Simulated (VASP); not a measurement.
Ir:

```
Ir
1.0
     0.00000    1.94081    1.94081
     1.94081    0.00000    1.94081
     1.94081    1.94081    0.00000
Ir
1
Cartesian
  0.0000 0.0000 0.0000
```

The cell isn't the ideal one: volume scaled by 1.04.

- Program: VASP 6.6.1
- Task: relaxation of cell and atoms
- Functional: PBE
- Dispersion: D3
- Potentials or basis: VASP PAW PBE potentials, release 64 (Ir)
- Cutoff: 580 eV
- k mesh: 12 × 12 × 12
- Occupations: methfessel-paxton, width 0.1 eV
- Spin: no spin polarisation

At the start: pressure -12.1 GPa; volume 14.62 Å³/atom.

Problem. Where does the relaxation end?

Solution. Over 7 steps the energy falls by 19.6 meV/atom and the volume is 14.12 Å³/atom (-3.4 %); space group Fm-3m (No. 225, to 0.05 Å).

The path:
```
step  energy change (eV)  largest force (eV/Å)  pressure (GPa)  volume (Å³)
   1              0.0000                0.0000          -12.10        14.62
   2              0.3003                0.0000           68.02        12.41
   3             -0.0195                0.0000           -0.73        14.15
   4             -0.0196                0.0000           -0.15        14.13
   5             -0.0196                0.0000            0.12        14.12
   6             -0.0196                0.0000           -0.35        14.14
   7             -0.0196                0.0000           -0.01        14.12
```

Final structure:
```xyz
1
Lattice="0.0000 1.9185 1.9185 1.9185 0.0000 1.9185 1.9185 1.9185 0.0000" Properties=species:S:1:pos:R:3 pbc="T T T"
Ir    0.0000    0.0000    0.0000
```

Caveat: pairwise dispersion overbinds metals, which lowers pressure and volume.
